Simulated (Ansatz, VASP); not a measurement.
## La: VASP beside Ansatz

The input INCAR:

```
ALGO     = Normal         # electronic algorithm
EDIFF    = 1E-6           # SCF threshold, eV
ENCUT    = 520            # plane-wave cutoff, eV
GGA      = CA             # functional
ISIF     = 2              # what is computed and relaxed
ISMEAR   = -1             # smearing method
LASPH    = T              # aspherical terms in the spheres
LCHARG   = T              # write CHGCAR
LELF     = T              # ELF
LREAL    = F              # projectors in reciprocal space
LVHAR    = T            
LWAVE    = F              # write WAVECAR
NBANDS   = 12             # bands
NELM     = 60             # most SCF steps
PREC     = Accurate       # precision mode
SIGMA    = 0.05           # smearing width, eV
```

The input KPOINTS:

```
k-points
0
Gamma
  13 13 13
```

The input POSCAR:

```
La
1.0
    2.8199303984      0.0000000000      0.0000000000
    0.0000000000      2.8199303984      0.0000000000
    0.0000000000      0.0000000000      2.8199303984
La
1
Direct
    0.0000000000      0.0000000000      0.0000000000
```

Input for Ansatz:

```yaml
crystal:
  lattice:
    - [2.8199303984, 0.0, 0.0]
    - [0.0, 2.8199303984, 0.0]
    - [0.0, 0.0, 2.8199303984]
  atoms:
    - { symbol: La, position: [0.0, 0.0, 0.0] }
kpoints:
  mp_grid: { grid: [13, 13, 13] }
scf:
  occupations: { method: fermi_dirac, width: 0.05 }
hamiltonian:
  xc: lda
  pseudopotentials: { kind: all_electron, lapw: { basis_error: 0.001 } }
output:
  forces: true
  stress: true
  eigenvalues: true
  populations: true
```

Change from the starting cell: volume scaled by 0.7, LAPW.

Alike in both runs: task single point; functional LDA; k mesh 13 × 13 × 13; occupations fermi-dirac, width 0.05 eV; no spin polarisation.

|  | VASP | Ansatz |
| --- | --- | --- |
| version | VASP 6.6.1 | Ansatz 0.2.0 |
| potentials or method | VASP PAW LDA potentials, release 64 (La) | all-electron LAPW, scalar-relativistic |
| plane-wave cutoff (eV) | 520 | see its input |

```csv
,VASP,Ansatz,Ansatz less VASP
pressure (GPa),22.8,23.0,+0.16
```

Ansatz ran all-electron here, so the differences hold the error of VASP's frozen core and of both bases.

Caveats: so large a pressure means that the cell lies far from this level's equilibrium, or that cutoff or potentials fall short (VASP). Spin-orbit coupling is left out, which matters for the levels of La.
